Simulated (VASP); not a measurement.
**AlN: relaxation of cell and atoms with PBEsol**

Crystal: AlN.

```xyz
4
Lattice="3.1130 0.0000 0.0000 -1.5565 2.6959 0.0000 0.0000 0.0000 4.9810" Properties=species:S:1:pos:R:3 pbc="T T T"
Al    0.0000    1.7973    0.0000
Al    1.5565    0.8986    2.4905
N     0.0000    1.7973    1.8928
N     1.5565    0.8986    4.3833
```

* Program: VASP 6.6.1
* Task: relaxation of cell and atoms
* Functional: PBEsol
* Potentials or basis: VASP PAW PBE potentials, release 64 (Al, N)
* Cutoff: 600 eV
* k mesh: 12 × 12 × 6
* Occupations: gaussian, width 0.03 eV
* Spin: no spin polarisation
* Further INCAR settings: ALGO = Normal; EDIFF = 1e-06; IBRION = 2; EDIFFG = -0.01; NSW = 90; ISIF = 3

The relaxed volume is 10.45 Å³/atom, the relaxed cell is a = 3.113 Å, b = 3.113 Å, c = 4.981 Å, α = 90.00°, β = 90.00°, γ = 120.00° and the space group after relaxing (to 0.05 Å) is P6_3mc (No. 186). The energy gained by relaxing is 0.3 meV/atom, the ionic steps are 6 and the pressure after relaxing is 0.1 GPa. The band gap on the k mesh is 4.12 eV, direct.

Step by step:
| step | energy change (eV) | largest force (eV/Å) | pressure (GPa) | volume (Å³) |
| --- | --- | --- | --- | --- |
| 1 | 0.0000 | 0.1321 | 0.04 | 41.80 |
| 2 | -0.0003 | 0.0871 | 0.02 | 41.82 |
| 3 | -0.0012 | 0.0143 | 0.05 | 41.81 |
| 4 | -0.0013 | 0.0063 | -0.06 | 41.83 |
| 5 | -0.0013 | 0.0013 | -0.12 | 41.84 |
| 6 | -0.0013 | 0.0005 | 0.09 | 41.79 |

Final structure:
```yaml
crystal:
  lattice:
    - [3.11270, 0.00000, 0.00000]
    - [-1.55635, 2.69568, 0.00000]
    - [0.00000, 0.00000, 4.98090]
  atoms:
    - { symbol: Al, position: [0.33333, 0.66667, 0.99899] }
    - { symbol: Al, position: [0.66667, 0.33333, 0.49899] }
    - { symbol: N, position: [0.33333, 0.66667, 0.38101] }
    - { symbol: N, position: [0.66667, 0.33333, 0.88101] }
```

Levels at points of the mesh, in eV from the valence-band top:
```tsv
k point	band 6	band 7	band 8	band 9	band 10	band 11
(0.00, 0.00, 0.00)	-0.23	-0.23	0.00	4.12	6.55	10.50
(0.50, 0.00, 0.00)	-2.12	-1.81	-0.70	5.67	5.68	8.08
(0.00, 0.00, 0.50)	-0.56	-0.56	-0.56	6.37	6.37	10.21
(0.50, 0.00, 0.50)	-1.49	-1.38	-1.38	5.17	5.17	9.13
```

Run time: 64 s on 1 thread of Intel(R) Xeon(R) 6975P-C (Granite Rapids), with other jobs on the host, peak memory 0.19 GiB.

Caveat: the PAW data sets were made with another functional, which shifts forces and pressure a little. PBEsol gaps usually lie below the measured ones, often by a third to a half.
